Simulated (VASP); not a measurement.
Si, 4 atoms in the cell. The structure is hexagonal, space group P6_3/mmc (No. 194). Conventional cell: a = 3.832 Å, b = 3.832 Å, c = 6.342 Å, α = 90.00°, β = 90.00°, γ = 120.00°. Si (site symmetry 3m) has 4 Si at 2.35 to 2.37 Å as nearest neighbours. This isn't the form of Si at room conditions, which is diamond.

* Program: VASP 6.6.1
* Task: single point
* Functional: r2SCAN
* Potentials or basis: VASP PAW PBE potentials, release 64 (Si)
* Cutoff: 520 eV
* k mesh: 12 × 12 × 6
* Occupations: gaussian, width 0.02 eV
* Spin: no spin polarisation
* Dipole correction: no
* Further INCAR settings: ALGO = Normal; EDIFF = 1e-06; NBANDS = 16

Potentials or basis: VASP PAW PBE potentials, release 64 (Si).

Run with:

```bash
$ cat potpaw_PBE.64/Si/POTCAR > POTCAR
$ cp INCAR.step1 INCAR
$ mpirun -np 1 vasp_std > vasp.out
$ cp INCAR.step2 INCAR
$ mpirun -np 1 vasp_std > vasp.out
```

Hardware: 1 thread of Intel(R) Xeon(R) 6975P-C (Granite Rapids) (shared host).

Q: How long does it take, and how much memory?

A: It took 120 s on 1 thread of Intel(R) Xeon(R) 6975P-C (Granite Rapids), on a shared host, peak memory 0.23 GiB. Counts: scf iterations 8, k points 76.
